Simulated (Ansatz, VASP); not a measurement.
# NaF in VASP and in Ansatz

File POSCAR:

```
NaF
1.0
    0.0000000000      2.5312613679      2.5312613679
    2.5312613679      0.0000000000      2.5312613679
    2.5312613679      2.5312613679      0.0000000000
Na F
1 1
Direct
    0.0000000000      0.0000000000      0.0000000000
    0.2500000000      0.2500000000      0.2500000000
```

The input INCAR.step1:

```
SYSTEM = NaF
ALGO = Normal ; EDIFF = 1E-4
ENCUT = 520 ; GGA = PE
ISMEAR = 0 ; LASPH = .True.
LCHARG = .False. ; LREAL = .False.
LWAVE = .True. ; NBANDS = 14
NELM = 100 ; PREC = Accurate
SIGMA = 0.01
```

INCAR.step2

```
SYSTEM = NaF
ALGO = Normal ; EDIFF = 1E-7
ENCUT = 520 ; ISIF = 2
ISMEAR = 0 ; ISTART = 1
LASPH = .True. ; LCHARG = .False.
LMIXTAU = .True. ; LREAL = .False.
LWAVE = .False. ; METAGGA = R2SCAN
NBANDS = 14 ; NELM = 100
PREC = Accurate ; SIGMA = 0.01
```

Contents of KPOINTS:

```
k-points
0
Gamma
  6 6 6
  0 0 0
```

Input for Ansatz:

```yaml
crystal:
  lattice:
    - [0.0, 2.5312613679, 2.5312613679]
    - [2.5312613679, 0.0, 2.5312613679]
    - [2.5312613679, 2.5312613679, 0.0]
  atoms:
    - { symbol: Na, position: [0.0, 0.0, 0.0] }
    - { symbol: F, position: [0.25, 0.25, 0.25] }
kpoints:
  mp_grid: { grid: [6, 6, 6] }
hamiltonian:
  xc: r2scan
scf:
  occupations: { method: fixed }
output:
  optics:
    e_range: [0, 21]
    de: 0.05
    sigma: 0.1
    bands: { spectra_wanted_up_to: 21 }
```

Alike in both runs: task single point; functional r2SCAN; k mesh 6 × 6 × 6; no spin polarisation.

|  | VASP | Ansatz |
| --- | --- | --- |
| version | VASP 6.6.1 | Ansatz 0.2.0 |
| potentials or method | VASP PAW PBE potentials, release 64 (Na_pv, F) | plane waves, PAW |
| plane-wave cutoff (eV) | 520 | 500 |
| occupations | gaussian, width 0.01 eV | fixed |
| valence electrons in the cell | 14 | 16 |

|  | VASP | Ansatz | Ansatz less VASP |
| --- | --- | --- | --- |
| gap on the k mesh at the Fermi level (eV) | 6.27 | 6.26 | -0.017 |

The two sets of potentials don't hold the same shells in valence.

Caveats: the PAW data sets were made with another functional, which shifts forces and pressure a little (VASP). r2SCAN opens gaps a little over a GGA but as a rule still falls short of measured ones.
